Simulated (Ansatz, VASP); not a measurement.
## AlN in VASP and in Ansatz

Contents of INCAR:

```
PREC     = Accurate       # precision mode
ENCUT    = 600            # plane-wave cutoff, eV
EDIFF    = 1E-6           # SCF threshold, eV
ISMEAR   = 0              # smearing method
SIGMA    = 0.01           # smearing width, eV
LREAL    = False          # projectors in reciprocal space
LASPH    = True           # aspherical terms in the spheres
NELM     = 100            # most SCF steps
ALGO     = Normal         # electronic algorithm
ISIF     = 3              # what is computed and relaxed
LWAVE    = False          # write WAVECAR
LCHARG   = False          # write CHGCAR
GGA      = CA             # functional
IBRION   = 2              # ionic algorithm
NSW      = 100            # ionic steps
EDIFFG   = -0.003         # ionic threshold
```

The input KPOINTS:

```
regular mesh
0
Gamma
  8 8 5
```

The input POSCAR:

```
AlN
1.0
    3.0900000000      0.0000000000      0.0000000000
   -1.5450000000      2.6760184980      0.0000000000
    0.0000000000      0.0000000000      4.9500000000
Al N
2 2
Direct
    0.3333333330      0.6666666670      0.0000000000
    0.6666666670      0.3333333330      0.5000000000
    0.3333333330      0.6666666670      0.3770000000
    0.6666666670      0.3333333330      0.8770000000
```

Input for Ansatz:

```yaml
crystal:
  lattice:
    - [3.09, 0.0, 0.0]
    - [-1.545, 2.676018498, 0.0]
    - [0.0, 0.0, 4.95]
  atoms:
    - { symbol: Al, position: [0.333333333, 0.666666667, 0.0] }
    - { symbol: Al, position: [0.666666667, 0.333333333, 0.5] }
    - { symbol: "N", position: [0.333333333, 0.666666667, 0.377] }
    - { symbol: "N", position: [0.666666667, 0.333333333, 0.877] }
scf:
  occupations: { method: fixed }
output:
  forces: true
  stress: true
  eigenvalues: true
  write_density: true
  write_potential: true
  elf: true
  volumetric_format: npy
hamiltonian:
  xc: lda
kpoints:
  mp_grid: { grid: [8, 8, 5] }
basis:
  ecutwfc: 520
relax:
  f_tol: 0.003
  max_steps: 80
  cell: { stress_tol: 0.03 }
```

Alike in both runs: task relaxation of cell and atoms; functional LDA; k mesh 8 × 8 × 5; no spin polarisation.

```csv
,VASP,Ansatz
version,VASP 6.6.1,Ansatz 0.2.0
potentials or method,"VASP PAW LDA potentials, release 64 (Al, N)","scalar-relativistic, plane waves, PAW"
plane-wave cutoff (eV),600,520
occupations,"gaussian, width 0.01 eV",fixed
valence electrons in the cell,16,16
```

|  | VASP | Ansatz | Ansatz less VASP |
| --- | --- | --- | --- |
| gap on the k mesh at the Fermi level, each at its own relaxed structure (eV) | 4.40 | 4.42 | +0.018 |
| relaxed volume (Å³/atom) | 10.24 | 10.21 | -0.025 |
| relaxed cell length with the largest relative difference (Å) | 3.092 | 3.089 | -0.0027 |
| energy change over the relaxation (meV/atom) | -2 | -2 | 0.0 |

A hybrid or GW would open this gap; LDA tends to underestimate it.
